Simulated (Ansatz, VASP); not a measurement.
Given: the input of a run of VASP 6.6.1 on TiO2.

Contents of INCAR:

```
SYSTEM = TiO2
ALGO = Normal ; EDIFF = 1E-6
EDIFFG = -0.02 ; ENCUT = 600
GGA = PE ; IBRION = 2
ISIF = 3 ; ISMEAR = -1
LASPH = .True. ; LCHARG = .False.
LREAL = .False. ; LWAVE = .False.
NELM = 100 ; NSW = 60
PREC = Accurate ; SIGMA = 0.05
```

File KPOINTS:

```
k-points
0
Gamma
  6 6 9
  0 0 0
```

POSCAR

```
TiO2
1.0
    4.5998373239      0.0000000000      0.0000000000
    0.0000000000      4.5998373239      0.0000000000
    0.0000000000      0.0000000000      2.9592135600
Ti O
2 4
Direct
    0.0000000000      0.0000000000      0.5000000000
    0.5000000000      0.5000000000      0.0000000000
    0.3043213200      0.3043213200      0.5000000000
    0.1956786800      0.8043213200      0.0000000000
    0.8043213200      0.1956786800      0.0000000000
    0.6956786800      0.6956786800      0.5000000000
```

Potentials or basis: VASP PAW PBE potentials, release 64 (Ti_pv, O).

Run with:

```sh
$ cat potpaw_PBE.64/Ti_pv/POTCAR potpaw_PBE.64/O/POTCAR > POTCAR
$ mpirun -np 1 vasp_std > vasp.out
```

**Question.** Translate it to Ansatz 0.2.0. Potentials there: Ansatz PAW.

**Answer.** As run (the cutoff follows the program's own potentials):

The input input.yaml:

```yaml
crystal:
  lattice:
    - [4.5998373239, 0.0, 0.0]
    - [0.0, 4.5998373239, 0.0]
    - [0.0, 0.0, 2.95921356]
  atoms:
    - { symbol: Ti, position: [0.0, 0.0, 0.5] }
    - { symbol: Ti, position: [0.5, 0.5, 0.0] }
    - { symbol: O, position: [0.30432132, 0.30432132, 0.5] }
    - { symbol: O, position: [0.19567868, 0.80432132, 0.0] }
    - { symbol: O, position: [0.80432132, 0.19567868, 0.0] }
    - { symbol: O, position: [0.69567868, 0.69567868, 0.5] }
hamiltonian:
  xc: pbe
  pseudopotentials: { kind: paw }
kpoints:
  mp_grid: { grid: [6, 6, 9] }
scf:
  occupations: { method: fermi_dirac, width: 0.05 }
output:
  forces: true
  stress: true
relax:
  f_tol: 0.01
  max_steps: 40
  cell: { stress_tol: 0.05 }
```

Potentials or basis: Ansatz PAW.

The run is started by

```console
$ ansatz run input.yaml --threads 2 --pin off --max-ram 5632MiB --backend cpu --events-out ev --progress --plain --runs-dir out
```

Both were run:

|  | VASP | Ansatz | Ansatz less VASP |
| --- | --- | --- | --- |
| relaxed volume (Å³/atom) | 10.70 | 10.65 | -0.046 |
| relaxed cell length with the largest relative difference (Å) | 2.968 | 2.964 | -0.0044 |
| energy change over the relaxation (meV/atom) | -4 | -3 | +1.3 |

The two sets of potentials don't hold the same shells in valence.

Caveats: an odd mesh through Γ misses points on the zone boundary, where band edges often lie (VASP); odd divisions of the mesh miss points on the zone boundary, where band edges often lie, so the gap on the mesh can be too wide (Ansatz); the plane-wave basis is chosen anew once the cell has moved, so the energies of steps on either side of that aren't comparable (Ansatz); the pressure holds a Pulay correction of +0.7 GPa for the finite cutoff (Ansatz). As with any semilocal functional, this PBE gap is likely too small.
